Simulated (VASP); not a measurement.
# Zr8Si15 (a cell with a defect): single point with PBE

Crystal: Zr8Si15 (a cell with a defect).

```xyz
23
Lattice="7.4501 0.0000 0.0000 1.8625 -7.3900 0.0000 0.0000 0.0000 -7.3499" Properties=species:S:1:pos:R:3 pbc="T T T"
Si    1.8383   -3.6909   -0.8992
Si    1.8711   -0.8186   -2.7479
Si    3.7315   -6.5593   -0.9361
Si    3.7350   -3.6993   -6.4351
Si    1.8378   -3.6761   -4.5862
Si    1.8383   -0.7398   -6.4407
Si    3.7365   -6.5613   -4.5476
Si    7.4566   -3.7084   -2.7726
Si    5.6076   -3.6903   -0.8708
Si    5.5635   -0.8201   -2.7645
Si    7.4707   -6.6446   -0.8923
Si    7.4795   -3.6928   -6.4372
Si    5.1367   -3.6888   -4.1317
Si    5.5934   -0.8182   -6.4140
Si    7.4518   -6.6037   -4.5882
Zr    1.8139   -5.8385   -2.7533
Zr    3.7293   -1.5479   -0.8764
Zr    1.8702   -5.8399   -6.4127
Zr    3.6847   -1.4762   -4.6457
Zr    5.6528   -5.8929   -2.7060
Zr    7.4473   -1.5360   -0.9218
Zr    5.5865   -5.8205   -6.4103
Zr    7.4467   -1.5480   -4.5821
```

| Property | Result |
| --- | --- |
| Program | VASP 6.6.1 |
| Task | single point |
| Functional | PBE |
| Potentials or basis | VASP PAW PBE potentials, release 64 (Si, Zr_sv) |
| Cutoff | 520 eV |
| k mesh | 2 × 2 × 2 |
| Occupations | methfessel-paxton, width 0.15 eV |
| Spin | no spin polarisation |

* Pressure: -0.8 GPa
* Largest force: 0.962 eV/Å
* Band gap on the k mesh: none (metal or under the smearing width)

Forces in eV/Å, atoms in the order of the input:
```
Si  -0.043 -0.014  0.047
Si  -0.035 -0.021  0.016
Si   0.014  0.002  0.037
Si   0.053 -0.013  0.035
Si  -0.109  0.022  0.023
Si  -0.035 -0.010  0.033
Si   0.003  0.028  0.067
Si  -0.019 -0.024 -0.031
Si  -0.034 -0.035  0.110
Si  -0.080 -0.002  0.027
Si  -0.052 -0.004  0.031
Si  -0.011 -0.001  0.003
Si   0.677  0.017 -0.682
Si  -0.052  0.005  0.014
Si  -0.003 -0.019  0.031
Zr  -0.081 -0.022  0.010
Zr  -0.019  0.043  0.078
Zr  -0.047  0.013  0.037
Zr   0.063 -0.023  0.053
Zr  -0.085  0.080 -0.060
Zr  -0.004  0.019  0.026
Zr  -0.060 -0.036  0.061
Zr  -0.043 -0.005  0.036
```

Stress tensor (GPa, compression positive):
```
-0.70 -0.62  0.16
-0.62 -1.44 -0.90
 0.16 -0.90 -0.31
```

Levels at points of the mesh, in eV from the Fermi level:
```tsv
k point	band 74	band 75	band 76	band 77	band 78	band 79	band 80	band 81	band 82	band 83
(0.00, 0.00, 0.00)	-0.94	-0.57	-0.44	-0.01	0.29	0.54	0.62	0.84	0.88	1.02
(0.50, 0.00, 0.00)	-1.35	-1.27	-0.95	-0.44	-0.09	0.00	0.20	0.78	0.87	0.89
(0.00, 0.50, 0.00)	-0.97	-0.60	-0.57	-0.22	0.10	0.16	0.35	0.50	0.87	1.15
(0.50, 0.50, 0.00)	-0.96	-0.73	-0.50	-0.30	0.01	0.13	0.17	0.53	0.70	0.80
(0.00, 0.00, 0.50)	-1.28	-0.97	-0.64	-0.35	-0.01	0.20	0.36	0.39	0.76	0.86
(0.50, 0.00, 0.50)	-1.24	-1.12	-1.07	-1.00	-0.85	-0.66	0.55	0.88	0.95	1.14
(0.00, 0.50, 0.50)	-1.33	-0.91	-0.81	-0.72	-0.47	-0.26	0.40	1.09	1.16	1.23
(0.50, 0.50, 0.50)	-1.11	-1.01	-0.57	-0.56	-0.36	-0.15	0.10	0.70	0.72	0.97
```

Run time: 9 min on 1 thread of AMD EPYC 9R45 (Zen 5), on a shared host, peak memory 0.51 GiB.

Caveat: the k mesh is coarse (spacing up to 0.43 Å⁻¹), so the values aren't converged.
